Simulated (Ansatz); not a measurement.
**HfO2 (fluorite): zone-centre phonons and dielectric response**

Perturbation theory with PBEsol in Ansatz 0.2.0 on the PBEsol cell, ground state and force constants on an 8×8×8 mesh. No spin polarisation and no zero-point or thermal motion.

It is cubic, Fm-3m (No. 225); conventional cell a = 5.044 Å, 10.69 Å³ an atom. Hf has 8 O at 2.18 Å; O has 4 Hf at 2.18 Å.

```cif
data_structure
_symmetry_space_group_name_H-M 'Fm-3m'
_symmetry_Int_Tables_number 225
_cell_length_a 5.0438
_cell_length_b 5.0438
_cell_length_c 5.0438
_cell_angle_alpha 90.000
_cell_angle_beta 90.000
_cell_angle_gamma 90.000
_cell_volume 128.32
loop_
_atom_site_label
_atom_site_type_symbol
_atom_site_symmetry_multiplicity
_atom_site_Wyckoff_symbol
_atom_site_fract_x
_atom_site_fract_y
_atom_site_fract_z
_atom_site_occupancy
Hf1 Hf 4 a 0.00000 0.00000 0.00000 1
O1 O 8 c 0.25000 0.75000 0.75000 1
```

Optical modes without the longitudinal term:
```tsv
ω (cm⁻¹)	degeneracy	IR intensity, summed over the level ((D/Å)²/amu)
236	3	78.90
580	3	0.00
```

All optical modes at Γ are real, from 236 to 580 cm⁻¹ without the longitudinal term; this says nothing of other wave vectors. With the long-range field the highest mode reaches 617 cm⁻¹. Of the real levels 1 is infrared active, the strongest at 236 cm⁻¹.

The electronic dielectric tensor ε∞ is 5.38 in all directions. With the ions relaxed, ε⁰ is 36.8 in all directions. Born charges, averaged over directions: Hf +5.56, O -2.78 e.

With one polar mode in a cubic crystal the Lyddane-Sachs-Teller relation applies: (ω_LO/ω_TO)² = (617.1/236.0)² = 6.839, and ε⁰/ε∞ = 36.784/5.378 = 6.839. The refractive index √ε∞ is 2.32.

For comparison, on the r2SCAN cell the mean ε∞ is 4.91 with r2SCAN (ground state on 8×8×8; least gap 4.30 eV), 5.29 with PBE (ground state on 8×8×8; least gap 3.80 eV).

No spin-orbit coupling is included; it can move band edges with weight on the heavy atoms by tenths of an eV.
